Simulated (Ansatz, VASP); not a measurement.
# Two plane-wave programs on Te

```
CELL_PARAMETERS angstrom
2.30590 1.33131 1.69095
-2.30590 1.33131 1.69095
0.00000 -2.66263 1.69095
ATOMIC_POSITIONS crystal
Te 0.50000 0.50000 0.50000
```

This isn't the form of Te at room conditions, which is trigonal, of chains.

Alike in both runs: task relaxation of cell and atoms; functional PBE; k mesh 9 × 9 × 9; occupations fermi-dirac, width 0.05 eV; no spin polarisation.

|  | VASP | Ansatz |
| --- | --- | --- |
| version | VASP 6.6.1 | Ansatz 0.2.0 |
| potentials or method | VASP PAW PBE potentials, release 54 (Te) | Ansatz PAW |
| plane-wave cutoff (eV) | 580 | 420 |
| valence electrons in the cell | 6 | 16 |

|  | VASP | Ansatz | Ansatz less VASP |
| --- | --- | --- | --- |
| gap on the k mesh at the Fermi level, each at its own relaxed structure (eV) | none | none | - |
| relaxed volume (Å³/atom) | 32.84 | 32.88 | +0.037 |
| relaxed cell length with the largest relative difference (Å) | 3.204 | 3.205 | +0.0011 |
| energy change over the relaxation (meV/atom) | -15 | -16 | -0.5 |

A gap of «none» marks a metal or a gap that the smearing closes. The two sets of potentials don't hold the same shells in valence.

Caveats: the plane-wave basis is chosen anew once the cell has moved, so the energies of steps on either side of that aren't comparable (Ansatz). The runs have no spin-orbit coupling, so splittings on Te are missing.
